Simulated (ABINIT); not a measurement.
Input of an ABINIT 10.8.3 (patched build) run:

The input run.abi:

```
pp_dirpath "./"
pseudos "Pb.upf, O.upf"

acell 3*1.0
rprim
     0.0000000000     5.1060248709     5.1060248709
     5.1060248709     0.0000000000     5.1060248709
     5.1060248709     5.1060248709     0.0000000000
ntypat 2
znucl 82 8
natom 3
typat 1 2 2
xred
     0.0000000000     0.0000000000     0.0000000000
     0.7500000000     0.7500000000     0.7500000000
     0.2500000000     0.2500000000     0.2500000000

ecut 1251.723767 eV

kptopt 1
ngkpt 9 9 9
nshiftk 1
shiftk 0.0 0.0 0.0

ixc 11

nband 21
occopt 3
tsmear 0.05 eV

nstep 100
tolvrs 1.0e-10

iomode 3
prtwf 0
prtden 0
prteig 0
prtebands 0
enunit 1
```

Potentials or basis: PseudoDojo NC SR PBE v0.4 stringent.

Launch:

```console
$ abinit run.abi > log 2>&1
```

(1) Estimate the band gap on the k mesh.

(2) Estimate the pressure.

Results:

(1) none (metal or under the smearing width).

(2) 0.1 GPa.
